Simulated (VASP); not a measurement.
Wanted: the native input for a VASP 6.6.1 run.

```
Task                   : relaxation of the atoms
Functional             : PBE
Potentials or basis    : VASP PAW PBE potentials, release 64 (Si, C_s)
Cutoff                 : 300 eV
k mesh                 : 5 × 5 × 5
Occupations            : gaussian, width 0.03 eV
Spin                   : no spin polarisation
Further INCAR settings : ALGO = Fast; EDIFF = 1e-07; IBRION = 2; EDIFFG = -0.01; NSW = 40
```

The structure of SiC (Moissanite 3C) lies in POSCAR:

```
SiC                                     
1.0
    0.0000000000      2.1575985388      2.1575985388
    2.1575985388      0.0000000000      2.1575985388
    2.1575985388      2.1575985388      0.0000000000
  Si              C             
     1     1
Direct
     0.0000000000000000    0.0000000000000000    0.0000000000000000
     0.2500000000000000    0.2500000000000000    0.2500000000000000
```

The cell isn't the ideal one: a relaxed cell with its volume scaled by 0.96.

One way to write it, as run:

INCAR

```
SYSTEM = SiC
  PREC = Accurate
  ENCUT = 300
  EDIFF = 1E-7
  ISMEAR = 0
  SIGMA = 0.03
  LREAL = .FALSE.
  LASPH = .TRUE.
  NELM = 80
  ALGO = Fast
  ISIF = 2
  LWAVE = .FALSE.
  LCHARG = .FALSE.
  GGA = PE
  IBRION = 2
  NSW = 40
  EDIFFG = -0.01
```

KPOINTS

```
Automatic mesh
0
G
  5 5 5
  0 0 0
```

Potentials or basis: VASP PAW PBE potentials, release 64 (Si, C_s).

Run with:

```console
$ cat potpaw_PBE.64/Si/POTCAR potpaw_PBE.64/C_s/POTCAR > POTCAR
$ mpirun -np 1 vasp_std > vasp.out
```

Results of the run:

```json
{"Band gap on the k mesh": "1.81 eV, indirect (least direct gap 4.85 eV)"}
```

Caveat: the k mesh is coarse (spacing up to 0.50 Å⁻¹), so the values aren't converged; the relaxation stopped at its first step, so nothing moved; an odd mesh through Γ misses points on the zone boundary, where band edges often lie.

It took 1.6 s on 1 thread of Intel(R) Xeon(R) 6975P-C (Granite Rapids), with other jobs on the host, peak memory 0.11 GiB.
